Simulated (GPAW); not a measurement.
Crystal: BAs.

```
CELL_PARAMETERS angstrom
0.00000 2.38850 2.38850
2.38850 0.00000 2.38850
2.38850 2.38850 0.00000
ATOMIC_POSITIONS crystal
As 0.75000 0.75000 0.75000
B 0.00000 0.00000 0.00000
```

| Property | Result |
| --- | --- |
| Program | GPAW 26.7.0 |
| Task | relaxation of cell and atoms |
| Functional | revPBE |
| Dispersion | D4 |
| Potentials or basis | the program's PAW data sets (release 1.2.1) made for this functional |
| Cutoff | 800 eV |
| Basis | pw |
| k mesh | 10 × 10 × 10 |
| Occupations | fermi-dirac, width 0.05 eV |
| Spin | no spin polarisation |

At the start: pressure -3.6 GPa; volume 13.63 Å³/atom.

How do energy, volume and symmetry change on relaxing?

Over 3 steps the energy falls by 3.8 meV/atom and the volume is 13.26 Å³/atom (-2.7 %); space group F-43m (No. 216, to 0.05 Å).

The path:
| step | energy change (eV) | largest force (eV/Å) | pressure (GPa) | volume (Å³) |
| --- | --- | --- | --- | --- |
| 1 | 0.0000 | 0.0000 | -3.61 | 27.25 |
| 2 | -0.0034 | 0.0000 | -2.75 | 27.07 |
| 3 | -0.0076 | 0.0000 | 0.09 | 26.53 |

Final structure:
```
As B
1.0
     0.00000    2.36712    2.36712
     2.36712    0.00000    2.36712
     2.36712    2.36712    0.00000
As B
1 1
Direct
  0.75000 0.75000 0.75000
  0.00000 0.00000 0.00000
```

Caveat: later steps reuse the first step's grids.
